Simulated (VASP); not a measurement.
# Al (P6_3/mmc) in VASP: single point with r2SCAN

Aim: the single point of Al with r2SCAN.

Everything below comes from runs of VASP 6.6.1. Logs are shortened: lines on timing, memory, paths and dates and some standing lists are left out, and cuts for length are marked.

## (1) Starting point

The structure is hexagonal, space group P6_3/mmc (No. 194). Conventional cell: a = 2.662 Å, b = 2.662 Å, c = 4.951 Å, α = 90.00°, β = 90.00°, γ = 120.00°. Al (site symmetry -6m2) has 12 Al at 2.66 to 2.91 Å as nearest neighbours.

The cell was built by a generator and needn't be a form met in nature.

## (2) Single point, r2SCAN

POSCAR reads:

```
Al
1.0
    2.6618360000      0.0000000000      0.0000000000
   -1.3309180000      2.3052200000      0.0000000000
    0.0000000000      0.0000000000      4.9508160000
Al
2
Direct
    0.3333300000      0.6666700000      0.2500000000
    0.6666600000      0.3333300000      0.7500000000
```

INCAR.step1 reads:

```
PREC     = Accurate       # precision mode
ENCUT    = 520            # plane-wave cutoff, eV
ISMEAR   = -5             # smearing method
SIGMA    = 0.1            # smearing width, eV
LREAL    = False          # projectors in reciprocal space
LASPH    = True           # aspherical terms in the spheres
NELM     = 80             # most SCF steps
NBANDS   = 10             # bands
GGA      = PE             # functional
ALGO     = Normal         # electronic algorithm
EDIFF    = 1E-4           # SCF threshold, eV
LWAVE    = True           # write WAVECAR
LCHARG   = False          # write CHGCAR
```

INCAR.step2 reads:

```
PREC     = Accurate       # precision mode
ENCUT    = 520            # plane-wave cutoff, eV
EDIFF    = 1E-6           # SCF threshold, eV
ISMEAR   = -5             # smearing method
SIGMA    = 0.1            # smearing width, eV
LREAL    = False          # projectors in reciprocal space
LASPH    = True           # aspherical terms in the spheres
NELM     = 80             # most SCF steps
ALGO     = Normal         # electronic algorithm
ISIF     = 2              # what is computed and relaxed
LWAVE    = False          # write WAVECAR
LCHARG   = True           # write CHGCAR
METAGGA  = R2SCAN         # meta-GGA
LMIXTAU  = True         
LELF     = True           # ELF
LVHAR    = True         
NBANDS   = 10             # bands
ISTART   = 1
```

KPOINTS reads:

```
Automatic mesh
0
Gamma
  11 11 5
```

Potentials or basis: VASP PAW PBE potentials, release 64 (Al).

On the command line:

```console
> cat potpaw_PBE.64/Al/POTCAR > POTCAR
> cp INCAR.step1 INCAR
> mpirun -np 1 vasp_std > vasp.out
> cp INCAR.step2 INCAR
> mpirun -np 1 vasp_std > vasp.out
```

OUTCAR:

```text
PREC = Accurate
   ENCUT = 520
   EDIFF = 1E-6
   ISMEAR = -5
   LREAL = False
   LASPH = True
   NELM = 80
   ISIF = 2
   METAGGA = R2SCAN
   ISTART = 1

 ion  position               nearest neighbor table
   1  0.333  0.667  0.250-   2 2.91   2 2.91   2 2.91   2 2.91   2 2.91   2 2.91
   2  0.667  0.333  0.750-   1 2.91   1 2.91   1 2.91   1 2.91   1 2.91   1 2.91

  LATTYP: Found a hexagonal cell.
 ALAT       =     2.6618360000
 C/A-ratio  =     1.8599252546

  Lattice vectors:

 A1 = (   2.6618360000,   0.0000000000,   0.0000000000)
 A2 = (  -1.3309180000,   2.3052200000,   0.0000000000)
 A3 = (   0.0000000000,   0.0000000000,   4.9508160000)

Analysis of symmetry for initial positions (statically):
=====================================================================
 Subroutine PRICEL returns:
 Original cell was already a primitive cell.

 Routine SETGRP: Setting up the symmetry group for a
 hexagonal supercell.

 Subroutine GETGRP returns: Found  8 space group operations
 (whereof  2 operations were pure point group operations)
 out of a pool of 24 trial point group operations.

The static configuration has the point symmetry C_2 .
 The point group associated with its full space group is D_2h.

Analysis of symmetry for dynamics (positions and initial velocities):
=====================================================================
 Subroutine PRICEL returns:
 Original cell was already a primitive cell.

 Routine SETGRP: Setting up the symmetry group for a
 hexagonal supercell.

 Subroutine GETGRP returns: Found  8 space group operations
 (whereof  2 operations were pure point group operations)
 out of a pool of 24 trial point group operations.

The dynamic configuration has the point symmetry C_2 .
 The point group associated with its full space group is D_2h.

 Subroutine INISYM returns: Found  8 space group operations
 (whereof  2 operations are pure point group operations),
 and found     1 'primitive' translations

----------------------------------------------------------------------------------------

                                     Primitive cell

  volume of cell :      30.3788

  direct lattice vectors                    reciprocal lattice vectors
     2.661836000  0.000000000  0.000000000     0.375680545  0.216899038  0.000000000
    -1.330918000  2.305220000  0.000000000     0.000000000  0.433798076  0.000000000
     0.000000000  0.000000000  4.950816000     0.000000000  0.000000000  0.201986905

  length of vectors
     2.661836000  2.661838081  4.950816000     0.433798415  0.433798076  0.201986905

  position of ions in fractional coordinates (direct lattice)
     0.333330000  0.666670000  0.250000000
     0.666660000  0.333330000  0.750000000

  ion indices of the primitive-cell ions
   primitive index   ion index
                 1           1
                 2           2

----------------------------------------------------------------------------------------

 KPOINTS: Automatic mesh

Automatic generation of k-mesh.
 Grid dimensions read from file:
 generate k-points for:   11   11    5

 Generating k-lattice:

  Cartesian coordinates                     Fractional coordinates (reciprocal lattice)
     0.034152777  0.019718094  0.000000000     0.090909091  0.000000000  0.000000000
     0.000000000  0.039436189  0.000000000     0.000000000  0.090909091  0.000000000
     0.000000000  0.000000000  0.040397381     0.000000000  0.000000000  0.200000000

  Length of vectors
     0.039436220  0.039436189  0.040397381

  Shift w.r.t. Gamma in fractional coordinates (k-lattice)
     0.000000000  0.000000000  0.000000000

 TETIRR: Found   1412 inequivalent tetrahedra from     3630

 Subroutine IBZKPT returns following result:
 ===========================================

 Found    108 irreducible k-points:

 Following reciprocal coordinates:
            Coordinates               Weight
  0.000000  0.000000  0.000000      1.000000
  0.090909  0.000000  0.000000      4.000000
  0.000000  0.090909  0.000000      2.000000
  0.181818  0.000000  0.000000      4.000000
  0.000000  0.181818  0.000000      2.000000
  0.272727  0.000000  0.000000      4.000000
[... 16 lines left out ...]
  0.454545  0.090909  0.000000      4.000000
 -0.090909 -0.454545  0.000000      2.000000
 [... further k-points ...]
   k-points           NKPTS =    108   k-points in BZ     NKDIM =    108   number of bands    NBANDS=     10
   number of dos      NEDOS =    301   number of ions     NIONS =      2
   total plane-waves  NPLWV =  16000
   dimension x,y,z NGX =    20 NGY =   20 NGZ =   40
   dimension x,y,z NGXF=    40 NGYF=   40 NGZF=   80
   ions per type =               2
   NGX,Y,Z   is equivalent  to a cutoff of  12.49, 12.49, 13.43 a.u.
   NGXF,Y,Z  is equivalent  to a cutoff of  24.98, 24.98, 26.86 a.u.
 SYSTEM =  unknown system
   PREC   = accura    normal or accurate (medium, high low for compatibility)
   ISTART =      1    job   : 0-new  1-cont  2-samecut
   ICHARG =      0    charge: 1-file 2-atom 10-const
   ISPIN  =      1    spin polarized calculation?
   LNONCOLLINEAR =      F non collinear calculations
   LSORBIT =      F    spin-orbit coupling
   LASPH  =      T    aspherical Exc in radial PAW
   ENCUT  =  520.0 eV  38.22 Ry    6.18 a.u.   4.95  4.95  9.21*2*pi/ulx,y,z
   NELM   =     80;   NELMIN=  2; NELMDL=  0     # of ELM steps
   EDIFF  = 0.1E-05   stopping-criterion for ELM
   LREAL  =      F    real-space projection
   EDIFFG = 0.1E-04   stopping-criterion for IOM
   NSW    =      0    number of steps for IOM
   IBRION =     -1    ionic relax: 0-MD 1-quasi-New 2-CG
   NFREE  =      0    steps in history (QN), initial steepest desc. (CG)
   ISIF   =      2    stress and relaxation
   ISYM   =      2    0-nonsym 1-usesym 2-fastsym
   POTIM  = 0.5000    time-step for ionic-motion
   TEBEG  =    0.0;   TEEND  =   0.0 temperature during run
   PSTRESS=    0.0 pullay stress
   NELECT =       6.0000    total number of electrons
   NUPDOWN=      -1.0000    fix difference up-down
   EMIN   =  10.00;   EMAX   =-10.00  energy-range for DOS
   EFERMI =   0.00;   METHOD = LEGACY
   ISMEAR =    -5;   SIGMA  =   0.10  broadening in eV -4-tet -1-fermi 0-gaus
   EFERMI_NEDOS =   21; number of points for ismear=-14 and -15
   IALGO  =     38    algorithm
   IMIX   =      4    mixing-type and parameters
     AMIX     =   0.40;   BMIX     =  1.00
     AMIX_MAG =   1.60;   BMIX_MAG =  1.00
  volume/ion in A,a.u.               =      15.19       102.50
  Fermi-wavevector in a.u.,A,eV,Ry     =   0.953385  1.801637 12.366926  0.908943
  Thomas-Fermi vector in A             =   2.082035
   LORBIT       =      0    0 simple, 1 ext, 2 COOP (PROOUT), +10 PAW based schemes
   METAGGA = R2SCAN    functional components
   LHFCALC =     F    Hartree Fock is set to
   AEXX    =    0.0000 exact exchange contribution
   IVDW    =     0    specifies the selected vdW correction
   LEPSILON=     F    determine dielectric tensor
   LRPA    =     F    only Hartree local field effects (RPA)
 non-spin polarized calculation
 Fermi weights with tetrahedron method with Bloechl corrections
  energy-cutoff  :      520.00
  volume of cell :       30.38
 maximum number of plane-waves:       841
   NGX =  9   NGY =  9   NGZ = 19

 number of electron       6.0000000 magnetization

 Free energy of the ion-electron system (eV)
  ---------------------------------------------------
  ext. energy  EPLUGINS =         0.00000000
  ---------------------------------------------------
  free energy    TOTEN  =       -13.25955414 eV

  energy without entropy =      -13.25955414  energy(sigma->0) =      -13.25955414

 E-fermi :   8.8237     XC(G=0): -11.2147

 val. band max:        9.3132185858   @ k =  -0.0909  -0.4545   0.0000
 cond. band min:       8.4477630773   @ k =   0.0000   0.3636   0.0000
 fundamental gap:     -0.8654555085
 Fermi energy:         8.8237196233

 k-point     1 :       0.0000    0.0000    0.0000
  band No.  band energies     occupation
      1      -3.5536      2.00000
      2       2.5872      2.00000
      3       2.8539      2.00000
      4      19.5310      0.00000
      5      20.7640      0.00000
      6      22.8215      0.00000
      7      22.8217      0.00000
      8      23.2780      0.00000
      9      23.2780      0.00000
     10      26.7471      0.00000

 k-point     2 :       0.0909    0.0000    0.0000
  band No.  band energies     occupation
      1      -3.3097      2.00000
      2       2.8222      2.00000
      3       3.0837      2.00000
      4      18.9156      0.00000
      5      20.2228      0.00000
      6      20.9584      0.00000
      7      21.1342      0.00000
      8      22.2860      0.00000
      9      24.7343      0.00000
     10      25.4118      0.00000

 k-point     3 :       0.0000    0.0909    0.0000
  band No.  band energies     occupation
      1      -3.3097      2.00000
      2       2.8222      2.00000
      3       3.0837      2.00000
      4      18.9156      0.00000
      5      20.2227      0.00000
      6      20.9584      0.00000
      7      21.1343      0.00000
      8      22.2860      0.00000
      9      24.7343      0.00000
     10      25.4117      0.00000

 k-point     4 :       0.1818    0.0000    0.0000
  band No.  band energies     occupation
      1      -2.5810      2.00000
      2       3.5186      2.00000
      3       3.7734      2.00000
      4      15.2475      0.00000
      5      19.4625      0.00000
      6      19.5730      0.00000
      7      20.1021      0.00000
      8      21.4333      0.00000
      9      21.5802      0.00000
     10      23.4750      0.00000
[... 222 lines left out ...]
 k-point    22 :      -0.4545    0.3636    0.0000
  band No.  band energies     occupation
      1       1.4610      2.00000
      2       6.0842      2.00000
      3       7.6843      2.02307
      4       8.0247      1.62250
      5      12.0963      0.00000
      6      12.7959      0.00000
      7      15.1060      0.00000
      8      19.8418      0.00000
      9      20.3979      0.00000
     10      21.7415      0.00000

 k-point    23 :       0.4545    0.0909    0.0000
  band No.  band energies     occupation
      1       3.6128      2.00000
      2       3.8967      2.00000
      3       9.3132      1.39500
      4       9.7337     -0.18740
      5      10.2041      0.00000
      6      10.2862      0.00000
      7      14.7438      0.00000
      8      19.6956      0.00000
      9      20.1620      0.00000
     10      21.5892      0.00000

 k-point    24 :      -0.0909   -0.4545    0.0000
  band No.  band energies     occupation
      1       3.6129      2.00000
      2       3.8966      2.00000
      3       9.3132      1.41536
      4       9.7336     -0.21158
      5      10.2039      0.00000
      6      10.2863      0.00000
      7      14.7438      0.00000
      8      19.6956      0.00000
      9      20.1620      0.00000
     10      21.5892      0.00000

 [... further k-points ...]

------------------------ aborting loop because EDIFF is reached ----------------------------------------

  FORCE on cell =-STRESS in cart. coord.  units (eV):
  Direction    XX          YY          ZZ          XY          YZ          ZX
  --------------------------------------------------------------------------------------
  -------------------------------------------------------------------------------------
  Total        2.1777903      2.1770565     -0.1803001      0.0000000      0.0000000      0.0000000
  in kB      114.8566575    114.8179603     -9.5090295      0.0000000      0.0000000      0.0000000
  external PRESSURE =      73.3885294 kB  Pullay stress =       0.0000000 kB

 VOLUME and BASIS-vectors are now :
 -----------------------------------------------------------------------------
  energy-cutoff  :      520.00
  volume of cell :       30.38
      direct lattice vectors                 reciprocal lattice vectors
     2.661836000  0.000000000  0.000000000     0.375680545  0.216899038  0.000000000
    -1.330918000  2.305220000  0.000000000     0.000000000  0.433798076  0.000000000
     0.000000000  0.000000000  4.950816000     0.000000000  0.000000000  0.201986905

 POSITION                                       TOTAL-FORCE (eV/Angst)
 -----------------------------------------------------------------------------------
     -0.00001      1.53682      1.23770         0.000000      0.000073      0.000000
      1.33090      0.76840      3.71311        -0.000000     -0.000073      0.000000
 -----------------------------------------------------------------------------------
    total drift:                               -0.000002      0.000000      0.000000

  FREE ENERGIE OF THE ION-ELECTRON SYSTEM (eV)
  ---------------------------------------------------
  free  energy   TOTEN  =       -13.2595541406 eV

  energy  without entropy=      -13.2595541406  energy(sigma->0) =      -13.25955414
```

Run time: 38 s. Hardware: 1 thread of Intel Xeon 6975P-C (Granite Rapids), shared host; peak memory 0.16 GiB.

Results:

* Free energy: -13.2596 eV
* Pressure: 7.3 GPa
* Band gap on the k mesh: none (metal or under the smearing width)

Stress tensor (GPa, compression positive):
```
11.49  0.00  0.00
 0.00 11.48  0.00
 0.00  0.00 -0.95
```

Levels at points of the mesh, in eV from the Fermi level:
| k point | band 1 | band 2 | band 3 | band 4 | band 5 | band 6 |
| --- | --- | --- | --- | --- | --- | --- |
| (0.00, 0.00, 0.00) | -12.38 | -6.24 | -5.97 | 10.71 | 11.94 | 14.00 |

Caveat: the PAW data sets were made with another functional, which shifts forces and pressure a little; tetrahedron occupations give inexact forces and stress in metals.
